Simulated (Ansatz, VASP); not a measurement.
## One calculation of ScAl2, two programs

```
Sc Al
1.0
     0.00000    3.77765    3.77765
     3.77765    0.00000    3.77765
     3.77765    3.77765    0.00000
Sc Al
2 4
Direct
  0.50000 0.50000 0.50000
  0.75000 0.75000 0.75000
  0.12500 0.12500 0.12500
  0.62500 0.12500 0.12500
  0.12500 0.62500 0.12500
  0.12500 0.12500 0.62500
```

Alike in both runs: task relaxation of cell and atoms; functional PBEsol; k mesh 6 × 6 × 6; occupations gaussian, width 0.1 eV; no spin polarisation.

```csv
,VASP,Ansatz
version,VASP 6.6.1,Ansatz 0.2.0
potentials or method,"VASP PAW PBE potentials, release 64 (Sc_sv, Al)","scalar-relativistic, plane waves, PAW"
plane-wave cutoff (eV),600,420
valence electrons in the cell,34,34
```

VASP gave:

```
gap on the k mesh at the Fermi level, each at its own relaxed structure (eV) : none
relaxed volume (Å³/atom)                                                     : 17.80
relaxed cell length with the largest relative difference (Å)                 : 5.325
```

Question: Estimate Ansatz's values.

Answer: gap on the k mesh at the Fermi level, each at its own relaxed structure (eV): none; relaxed volume (Å³/atom): 17.77; relaxed cell length with the largest relative difference (Å): 5.322.

A gap of «none» marks a metal or a gap that the smearing closes.

Caveats: the PAW data sets were made with another functional, which shifts forces and pressure a little (VASP).
